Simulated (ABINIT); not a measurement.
Pd:

```xyz
1
Lattice="0.0000 1.9465 1.9465 1.9465 0.0000 1.9465 1.9465 1.9465 0.0000" Properties=species:S:1:pos:R:3 pbc="T T T"
Pd    0.0000    0.0000    0.0000
```

```yaml
Program: ABINIT 10.8.3 (patched build)
Task: relaxation of cell and atoms
Functional: PBEsol
Potentials_or_basis: PseudoDojo NC SR PBEsol v0.4.1 standard
Cutoff: 1116 eV
k_mesh: 9 × 9 × 9
Occupations: fermi-dirac, width 0.05 eV
Spin: no spin polarisation
```

At the start: pressure -3.1 GPa; volume 14.75 Å³/atom.

Question: Where does the relaxation end?

Answer: Over 4 steps the energy falls by 2.2 meV/atom and the volume is 14.53 Å³/atom (-1.5 %); space group Fm-3m (No. 225, to 0.05 Å).

Step by step:
```csv
step,energy change (eV),largest force (eV/Å),pressure (GPa),volume (Å³)
1,0.0000,0.0000,-3.05,14.75
2,-0.0018,0.0000,-1.21,14.61
3,-0.0022,0.0000,0.03,14.52
4,-0.0022,0.0000,0.00,14.53
```

Final structure:
```
Pd
1.0
     0.00000    1.93661    1.93661
     1.93661    0.00000    1.93661
     1.93661    1.93661    0.00000
Pd
1
Cartesian
  0.0000 0.0000 0.0000
```
